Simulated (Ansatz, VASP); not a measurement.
**InSe: VASP beside Ansatz**

INCAR

```
SYSTEM = InSe
PREC = Accurate
ENCUT = 600
EDIFF = 1E-7
ISMEAR = -1
SIGMA = 0.05
LREAL = .False.
LASPH = .True.
NELM = 100
ALGO = Normal
ISIF = 3
LWAVE = .False.
LCHARG = .False.
GGA = PE
IBRION = 2
NSW = 60
EDIFFG = -0.005
```

KPOINTS

```
Automatic mesh
0
Gamma
  5 5 5
  0 0 0
```

POSCAR

```
InSe
1.0
    5.8263928781     -2.0546489550      0.0000000000
    5.8263928781      2.0546489550      0.0000000000
   -1.7232330140      0.0000000000      4.7713478577
In Se
2 2
Direct
    0.8882032500      0.8882032500      0.0468413600
    0.1117967500      0.1117967500      0.9531586400
    0.6609275900      0.6609275900      0.6689556200
    0.3390724100      0.3390724100      0.3310443800
```

The input input.yaml:

```yaml
crystal:
  lattice:
    - [5.8263928781, -2.054648955, 0.0]
    - [5.8263928781, 2.054648955, 0.0]
    - [-1.723233014, 0.0, 4.7713478577]
  atoms:
    - { symbol: In, position: [0.88820325, 0.88820325, 0.04684136] }
    - { symbol: In, position: [0.11179675, 0.11179675, 0.95315864] }
    - { symbol: Se, position: [0.66092759, 0.66092759, 0.66895562] }
    - { symbol: Se, position: [0.33907241, 0.33907241, 0.33104438] }
hamiltonian:
  xc: pbe
  pseudopotentials: { kind: paw }
kpoints:
  mp_grid: { grid: [5, 5, 5] }
scf:
  occupations: { method: fermi_dirac, width: 0.05 }
output:
  forces: true
  stress: true
  eigenvalues: true
  write_density: true
  write_potential: true
  elf: true
  volumetric_format: npy
relax:
  f_tol: 0.01
  max_steps: 40
  cell: { stress_tol: 0.05 }
```

The cell comes from a database or a generator and needn't be the stable form of this composition.

Alike in both runs: task relaxation of cell and atoms; functional PBE; k mesh 5 × 5 × 5; occupations fermi-dirac, width 0.05 eV; no spin polarisation.

|  | VASP | Ansatz |
| --- | --- | --- |
| version | VASP 6.6.1 | Ansatz 0.2.0 |
| potentials or method | VASP PAW PBE potentials, release 64 (In_d, Se) | Ansatz PAW |
| plane-wave cutoff (eV) | 600 | 420 |
| valence electrons in the cell | 38 | 58 |

|  | VASP | Ansatz | Ansatz less VASP |
| --- | --- | --- | --- |
| gap on the k mesh at the Fermi level, each at its own relaxed structure (eV) | 1.13 | 1.12 | -0.006 |
| relaxed volume (Å³/atom) | 31.87 | 31.51 | -0.353 |
| relaxed cell length with the largest relative difference (Å) | 5.645 | 5.571 | -0.0744 |
| energy change over the relaxation (meV/atom) | -6 | -6 | 0.0 |

The two sets of potentials don't hold the same shells in valence.

Caveats: spin-orbit coupling is left out, which moves the levels of the heavy elements; an odd mesh through Γ misses points on the zone boundary, where band edges often lie (VASP); odd divisions of the mesh miss points on the zone boundary, where band edges often lie, so the gap on the mesh can be too wide (Ansatz); the plane-wave basis is chosen anew once the cell has moved, so the energies of steps on either side of that aren't comparable (Ansatz).
